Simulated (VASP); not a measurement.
# TiTe (P6_3/mmc) in VASP: a series of runs

One crystal, TiTe, is run at these levels: PBEsol; tasks: single point.

All numbers are computed with VASP 6.6.1; they aren't measurements. Logs are shortened: lines on timing, memory, paths and dates and some standing lists are left out, and cuts for length are marked.

## Step 1: Starting point

It takes space group P6_3/mmc (No. 194, hexagonal). The conventional cell has a = 3.842 Å, b = 3.842 Å, c = 6.403 Å, α = 90.00°, β = 90.00°, γ = 120.00°. Around Te (site symmetry -6m2) lie 6 Ti at 2.74 Å. Ti (site symmetry -3m) has 6 Te at 2.74 Å as nearest neighbours.

## Step 2: Single point, PBEsol

INCAR

```
  PREC = Accurate
  ENCUT = 550
  EDIFF = 1E-4
  ISMEAR = 0
  SIGMA = 0.05
  LREAL = F
  LASPH = T
  NELM = 100
  ALGO = Normal
  ISIF = 2
  LWAVE = F
  LCHARG = F
  GGA = PS
  ADDGRID = F
```

KPOINTS

```
Automatic mesh
0
Gamma
  10 10 5
```

POSCAR

```
TiTe
1.0
    3.8420000000      0.0000000000      0.0000000000
   -1.9210000000      3.3272696013      0.0000000000
    0.0000000000      0.0000000000      6.4030000000
Te Ti
2 2
Direct
    0.6666666667      0.3333333333      0.7500000000
    0.3333333333      0.6666666667      0.2500000000
    0.0000000000      0.0000000000      0.5000000000
    0.0000000000      0.0000000000      0.0000000000
```

Potentials or basis: VASP PAW PBE potentials, release 64 (Te, Ti_sv).

Launch:

```
$ cat potpaw_PBE.64/Te/POTCAR potpaw_PBE.64/Ti_sv/POTCAR > POTCAR
$ mpirun -np 1 vasp_std > vasp.out
```

OUTCAR:

```text
PREC = Accurate
   ENCUT = 550
   EDIFF = 1E-4
   ISMEAR = 0
   LREAL = F
   LASPH = T
   NELM = 100
   ISIF = 2
   GGA = PS

 Found     42 irreducible k-points:

 Following reciprocal coordinates:
            Coordinates               Weight
  0.000000  0.000000  0.000000      1.000000
  0.100000  0.000000  0.000000      6.000000
  0.200000  0.000000  0.000000      6.000000
  0.300000  0.000000  0.000000      6.000000
  0.400000  0.000000  0.000000      6.000000
  0.500000  0.000000  0.000000      3.000000
   k-points           NKPTS =     42   k-points in BZ     NKDIM =     42   number of bands    NBANDS=     22
   number of dos      NEDOS =    301   number of ions     NIONS =      4
   total plane-waves  NPLWV =  45000
   dimension x,y,z NGX =    30 NGY =   30 NGZ =   50
   dimension x,y,z NGXF=    60 NGYF=   60 NGZF=  100
   ions per type =               2   2
   NGX,Y,Z   is equivalent  to a cutoff of  12.98, 12.98, 12.98 a.u.
   NGXF,Y,Z  is equivalent  to a cutoff of  25.96, 25.96, 25.96 a.u.
 SYSTEM =  unknown system
   PREC   = accura    normal or accurate (medium, high low for compatibility)
   ISTART =      0    job   : 0-new  1-cont  2-samecut
   ICHARG =      2    charge: 1-file 2-atom 10-const
   ISPIN  =      1    spin polarized calculation?
   LNONCOLLINEAR =      F non collinear calculations
   LSORBIT =      F    spin-orbit coupling
   LASPH  =      T    aspherical Exc in radial PAW
   ENCUT  =  550.0 eV  40.42 Ry    6.36 a.u.   7.35  7.35 12.24*2*pi/ulx,y,z
   NELM   =    100;   NELMIN=  2; NELMDL= -5     # of ELM steps
   EDIFF  = 0.1E-03   stopping-criterion for ELM
   LREAL  =      F    real-space projection
   EDIFFG = 0.1E-02   stopping-criterion for IOM
   NSW    =      0    number of steps for IOM
   IBRION =     -1    ionic relax: 0-MD 1-quasi-New 2-CG
   NFREE  =      0    steps in history (QN), initial steepest desc. (CG)
   ISIF   =      2    stress and relaxation
   ISYM   =      2    0-nonsym 1-usesym 2-fastsym
   POTIM  = 0.5000    time-step for ionic-motion
   TEBEG  =    0.0;   TEEND  =   0.0 temperature during run
   PSTRESS=    0.0 pullay stress
   NELECT =      36.0000    total number of electrons
   NUPDOWN=      -1.0000    fix difference up-down
   EMIN   =  10.00;   EMAX   =-10.00  energy-range for DOS
   EFERMI =   0.00;   METHOD = LEGACY
   ISMEAR =     0;   SIGMA  =   0.05  broadening in eV -4-tet -1-fermi 0-gaus
   EFERMI_NEDOS =   21; number of points for ismear=-14 and -15
   IALGO  =     38    algorithm
   IMIX   =      4    mixing-type and parameters
     AMIX     =   0.40;   BMIX     =  1.00
     AMIX_MAG =   1.60;   BMIX_MAG =  1.00
  volume/ion in A,a.u.               =      20.46       138.09
  Fermi-wavevector in a.u.,A,eV,Ry     =   1.244991  2.352691 21.089049  1.550001
  Thomas-Fermi vector in A             =   2.379233
   LORBIT       =      0    0 simple, 1 ext, 2 COOP (PROOUT), +10 PAW based schemes
   GGA     = PS    functional components
   LHFCALC =     F    Hartree Fock is set to
   AEXX    =    0.0000 exact exchange contribution
   IVDW    =     0    specifies the selected vdW correction
   LEPSILON=     F    determine dielectric tensor
   LRPA    =     F    only Hartree local field effects (RPA)
 non-spin polarized calculation
 Gauss-broadening in eV      SIGMA  =   0.05
  energy-cutoff  :      550.00
  volume of cell :       81.85
 maximum number of plane-waves:      2429
 NGX is ok and might be reduce to    30
   NGX = 15   NGY = 15   NGZ = 25

 number of electron      35.9999995 magnetization

 Free energy of the ion-electron system (eV)
  ---------------------------------------------------
  ext. energy  EPLUGINS =         0.00000000
  ---------------------------------------------------
  free energy    TOTEN  =       -26.19199330 eV

  energy without entropy =      -26.18735597  energy(sigma->0) =      -26.18967464

 E-fermi :  10.0816     XC(G=0): -11.1614

 val. band max:       10.0354429495   @ k =   0.2000   0.2000   0.2000
 cond. band min:      10.0818218111   @ k =   0.1000   0.0000   0.2000
 fundamental gap:      0.0463788617
 Fermi energy:        10.0816134552

 k-point     1 :       0.0000    0.0000    0.0000
  band No.  band energies     occupation
      1     -46.9877      2.00000
      2     -46.9733      2.00000
      3     -23.4397      2.00000
      4     -23.4396      2.00000
      5     -23.4214      2.00000
      6     -23.4214      2.00000
[... 14 lines left out ...]
     21       9.6579      2.00000
     22      11.0386      0.00000

 k-point     2 :       0.1000    0.0000    0.0000
  band No.  band energies     occupation
      1     -46.9875      2.00000
      2     -46.9731      2.00000
      3     -23.4443      2.00000
      4     -23.4408      2.00000
      5     -23.4251      2.00000
      6     -23.4221      2.00000
[... 14 lines left out ...]
     21      10.2672      0.00000
     22      11.0329      0.00000

 k-point     3 :       0.2000    0.0000    0.0000
  band No.  band energies     occupation
      1     -46.9867      2.00000
      2     -46.9724      2.00000
      3     -23.4564      2.00000
      4     -23.4436      2.00000
      5     -23.4348      2.00000
      6     -23.4240      2.00000
[... 14 lines left out ...]
     21      10.7438      0.00000
     22      11.0229      0.00000

 k-point     4 :       0.3000    0.0000    0.0000
  band No.  band energies     occupation
      1     -46.9858      2.00000
      2     -46.9715      2.00000
      3     -23.4713      2.00000
      4     -23.4472      2.00000
      5     -23.4467      2.00000
      6     -23.4264      2.00000
[... 14 lines left out ...]
     21      10.8802      0.00000
     22      11.0396      0.00000

 k-point     5 :       0.4000    0.0000    0.0000
  band No.  band energies     occupation
      1     -46.9850      2.00000
      2     -46.9708      2.00000
      3     -23.4833      2.00000
      4     -23.4563      2.00000
      5     -23.4501      2.00000
      6     -23.4283      2.00000
[... 14 lines left out ...]
     21      10.8186      0.00000
     22      11.1348      0.00000

 k-point     6 :       0.5000    0.0000    0.0000
  band No.  band energies     occupation
      1     -46.9847      2.00000
      2     -46.9705      2.00000
      3     -23.4879      2.00000
      4     -23.4599      2.00000
      5     -23.4512      2.00000
      6     -23.4290      2.00000
[... 14 lines left out ...]
     21      10.8995      0.00000
     22      11.2210      0.00000

 [... further k-points ...]

------------------------ aborting loop because EDIFF is reached ----------------------------------------

  FORCE on cell =-STRESS in cart. coord.  units (eV):
  Direction    XX          YY          ZZ          XY          YZ          ZX
  --------------------------------------------------------------------------------------
  -------------------------------------------------------------------------------------
  Total        0.8698238      0.8698238      3.7103470      0.0000000     -0.0000000      0.0000000
  in kB       17.0260155     17.0260155     72.6266906      0.0000000     -0.0000000      0.0000000
  external PRESSURE =      35.5595738 kB  Pullay stress =       0.0000000 kB

 VOLUME and BASIS-vectors are now :
 -----------------------------------------------------------------------------
  energy-cutoff  :      550.00
  volume of cell :       81.85
      direct lattice vectors                 reciprocal lattice vectors
     3.842000000  0.000000000  0.000000000     0.260281104  0.150273365  0.000000000
    -1.921000000  3.327269601  0.000000000     0.000000000  0.300546730  0.000000000
     0.000000000  0.000000000  6.403000000     0.000000000  0.000000000  0.156176792

 POSITION                                       TOTAL-FORCE (eV/Angst)
 -----------------------------------------------------------------------------------
      1.92100      1.10909      4.80225         0.000000     -0.000000      0.000000
     -0.00000      2.21818      1.60075        -0.000000      0.000000      0.000000
      0.00000      0.00000      3.20150         0.000000      0.000000      0.000000
      0.00000      0.00000      0.00000         0.000000      0.000000      0.000000
 -----------------------------------------------------------------------------------
    total drift:                                0.000000     -0.000000      0.000000

  FREE ENERGIE OF THE ION-ELECTRON SYSTEM (eV)
  ---------------------------------------------------
  free  energy   TOTEN  =       -26.1919932994 eV

  energy  without entropy=      -26.1873559748  energy(sigma->0) =      -26.18967464
```

Wall time 41 s (1 thread of AMD EPYC 9R14 (Zen 4), shared host); peak memory 0.21 GiB.

These settings aren't checked as converged: the numbers below hold their error.

What came out:

* Free energy: -26.1920 eV
* Pressure: 3.6 GPa
* Band gap on the k mesh: none (metal or under the smearing width)

Caveat: the PAW data sets were made with another functional, which shifts forces and pressure a little.

## Step 3: Single point, PBEsol

INCAR: that of step 2 with these lines changed.

```diff
@@ -1,4 +1,4 @@
   PREC = Accurate
-  ENCUT = 550
-  EDIFF = 1E-4
+  ENCUT = 450
+  EDIFF = 1E-6
   ISMEAR = 0
```

KPOINTS

```
Automatic mesh
0
Gamma
  12 12 6
```

POSCAR is that of step 2.

Potentials or basis: VASP PAW PBE potentials, release 64 (Te, Ti_sv).

Launch:

```
$ cat potpaw_PBE.64/Te/POTCAR potpaw_PBE.64/Ti_sv/POTCAR > POTCAR
$ mpirun -np 1 vasp_std > vasp.out
```

Run time: 65 s. Hardware: 1 thread of AMD EPYC 9R14 (Zen 4), shared host; peak memory 0.22 GiB.

These settings aren't checked as converged: the numbers below hold their error.

Results:

```yaml
Free_energy: -26.1883 eV
Pressure: 3.5 GPa
Band_gap_on_the_k_mesh: none (metal or under the smearing width)
```

Caveat: the PAW data sets were made with another functional, which shifts forces and pressure a little.

## Step 4: Single point, PBEsol

INCAR: that of step 3 with these lines changed.

```diff
@@ -1,3 +1,3 @@
   PREC = Accurate
-  ENCUT = 450
+  ENCUT = 700
   EDIFF = 1E-6
```

KPOINTS

```
Automatic mesh
0
Gamma
  10 10 5
```

POSCAR is that of step 3.

Potentials or basis: VASP PAW PBE potentials, release 64 (Te, Ti_sv).

Launch:

```
$ cat potpaw_PBE.64/Te/POTCAR potpaw_PBE.64/Ti_sv/POTCAR > POTCAR
$ mpirun -np 1 vasp_std > vasp.out
```

OUTCAR:

```text
PREC = Accurate
   ENCUT = 700
   EDIFF = 1E-6
   ISMEAR = 0
   LREAL = F
   LASPH = T
   NELM = 100
   ISIF = 2
   GGA = PS

 Found     42 irreducible k-points:

 Following reciprocal coordinates:
            Coordinates               Weight
  0.000000  0.000000  0.000000      1.000000
  0.100000  0.000000  0.000000      6.000000
  0.200000  0.000000  0.000000      6.000000
  0.300000  0.000000  0.000000      6.000000
  0.400000  0.000000  0.000000      6.000000
[... 229 lines left out ...]

  FORCE on cell =-STRESS in cart. coord.  units (eV):
  Direction    XX          YY          ZZ          XY          YZ          ZX
  --------------------------------------------------------------------------------------
  -------------------------------------------------------------------------------------
  Total        0.8505097      0.8505097      3.7110515      0.0000000      0.0000000      0.0000000
  in kB       16.6479597     16.6479597     72.6404797      0.0000000      0.0000000      0.0000000
  external PRESSURE =      35.3121330 kB  Pullay stress =       0.0000000 kB

 VOLUME and BASIS-vectors are now :
 -----------------------------------------------------------------------------
  energy-cutoff  :      700.00
  volume of cell :       81.85
      direct lattice vectors                 reciprocal lattice vectors
     3.842000000  0.000000000  0.000000000     0.260281104  0.150273365  0.000000000
    -1.921000000  3.327269601  0.000000000     0.000000000  0.300546730  0.000000000
     0.000000000  0.000000000  6.403000000     0.000000000  0.000000000  0.156176792

 POSITION                                       TOTAL-FORCE (eV/Angst)
 -----------------------------------------------------------------------------------
      1.92100      1.10909      4.80225         0.000000     -0.000000      0.000000
     -0.00000      2.21818      1.60075        -0.000000      0.000000      0.000000
      0.00000      0.00000      3.20150        -0.000000     -0.000000      0.000000
      0.00000      0.00000      0.00000         0.000000     -0.000000      0.000000
 -----------------------------------------------------------------------------------
    total drift:                                0.000000     -0.000000      0.000000

  FREE ENERGIE OF THE ION-ELECTRON SYSTEM (eV)
  ---------------------------------------------------
  free  energy   TOTEN  =       -26.1932095109 eV

  energy  without entropy=      -26.1885677248  energy(sigma->0) =      -26.19088862
```

OSZICAR:

```text
N       E                     dE             d eps       ncg     rms          rms(c)
DAV:   1     0.420749756221E+03    0.42075E+03   -0.20538E+04  1848   0.213E+03
DAV:   2     0.214607045604E+02   -0.39929E+03   -0.39421E+03  1848   0.537E+02
DAV:   3    -0.249049019075E+02   -0.46366E+02   -0.45778E+02  3264   0.152E+02
DAV:   4    -0.283543051121E+02   -0.34494E+01   -0.34186E+01  2876   0.349E+01
DAV:   5    -0.285284898356E+02   -0.17418E+00   -0.17402E+00  2630   0.666E+00    0.145E+01
DAV:   6    -0.263804567876E+02    0.21480E+01   -0.21798E+01  2410   0.377E+01    0.505E+00
DAV:   7    -0.262201256035E+02    0.16033E+00   -0.23346E+00  2432   0.128E+01    0.340E+00
DAV:   8    -0.261932339282E+02    0.26892E-01   -0.18395E-01  2856   0.321E+00    0.447E-01
DAV:   9    -0.261928536485E+02    0.38028E-03   -0.18918E-02  2520   0.114E+00    0.271E-01
DAV:  10    -0.261932488320E+02   -0.39518E-03   -0.22063E-03  2768   0.439E-01    0.498E-02
DAV:  11    -0.261932118872E+02    0.36945E-04   -0.56064E-04  2850   0.211E-01    0.407E-02
DAV:  12    -0.261932097457E+02    0.21415E-05   -0.78046E-05  2580   0.755E-02    0.607E-03
DAV:  13    -0.261932095109E+02    0.23483E-06   -0.21876E-06  1788   0.114E-02
   1 F= -.26193210E+02 E0= -.26190889E+02  d E =-.464179E-02
```

Wall time 77 s (1 thread of AMD EPYC 9R14 (Zen 4), shared host); peak memory 0.28 GiB.

These settings aren't checked as converged: the numbers below hold their error.

What came out:

| Property | Result |
| --- | --- |
| Free energy | -26.1932 eV |
| Pressure | 3.5 GPa |
| Band gap on the k mesh | none (metal or under the smearing width) |

Caveat: the PAW data sets were made with another functional, which shifts forces and pressure a little.

## Step 5: Single point, PBEsol

INCAR: that of step 4 with these lines changed.

```diff
@@ -1,3 +1,3 @@
   PREC = Accurate
-  ENCUT = 700
+  ENCUT = 550
   EDIFF = 1E-6
```

KPOINTS

```
Automatic mesh
0
Gamma
  12 12 6
```

POSCAR is that of step 4.

Launch:

```
$ cat potpaw_PBE.64/Te/POTCAR potpaw_PBE.64/Ti_sv/POTCAR > POTCAR
$ mpirun -np 1 vasp_std > vasp.out
```

It took 83 s on 1 thread of AMD EPYC 9R14 (Zen 4), shared host; peak memory 0.26 GiB.

The run converged, but some of its settings lie outside the range that counts as converged, so its numbers aren't taken as properties of the crystal.

What came out:

```
Free energy            : -26.1898 eV
Pressure               : 3.5 GPa
Band gap on the k mesh : none (metal or under the smearing width)
```

Caveat: the PAW data sets were made with another functional, which shifts forces and pressure a little.

## Step 6: Single point, PBEsol

INCAR

```
ALGO = Fast
EDIFF = 1E-6
ENCUT = 520
GGA = PS
ISIF = 2
ISMEAR = 0
LASPH = True
LCHARG = True
LELF = True
LREAL = False
LVHAR = True
LWAVE = False
NELM = 60
PREC = Accurate
SIGMA = 0.02
```

KPOINTS

```
k-points
0
Gamma
  8 8 4
```

POSCAR is that of step 5.

Potentials or basis: VASP PAW PBE potentials, release 64 (Te, Ti_pv).

Launch:

```
$ cat potpaw_PBE.64/Te/POTCAR potpaw_PBE.64/Ti_pv/POTCAR > POTCAR
$ mpirun -np 1 vasp_std > vasp.out
```

Run time: 45 s. Hardware: 1 thread of Intel Xeon 6975P-C (Granite Rapids), shared host; peak memory 0.22 GiB.

Results (log left out):

| Quantity | Value |
| --- | --- |
| Free energy | -26.1313 eV |
| Pressure | 3.5 GPa |
| Band gap on the k mesh | none (metal or under the smearing width) |

Stress tensor (GPa, compression positive):
```
1.91 0.00 0.00
0.00 1.91 0.00
0.00 0.00 6.75
```

Levels at points of the mesh, in eV from the Fermi level:
| k point | band 14 | band 15 | band 16 | band 17 | band 18 | band 19 |
| --- | --- | --- | --- | --- | --- | --- |
| (0.00, 0.00, 0.00) | -0.84 | -0.84 | -0.57 | -0.57 | -0.43 | -0.43 |
| (0.50, 0.00, 0.00) | -3.02 | -1.92 | -0.09 | 0.55 | 0.69 | 0.81 |
| (0.00, 0.00, 0.50) | -2.89 | -0.05 | -0.05 | -0.05 | -0.05 | 0.29 |
| (0.50, 0.00, 0.50) | -3.46 | -0.93 | -0.93 | 0.83 | 0.97 | 1.07 |

Caveat: the PAW data sets were made with another functional, which shifts forces and pressure a little. Spin-orbit coupling is left out, which matters for the levels of Te.
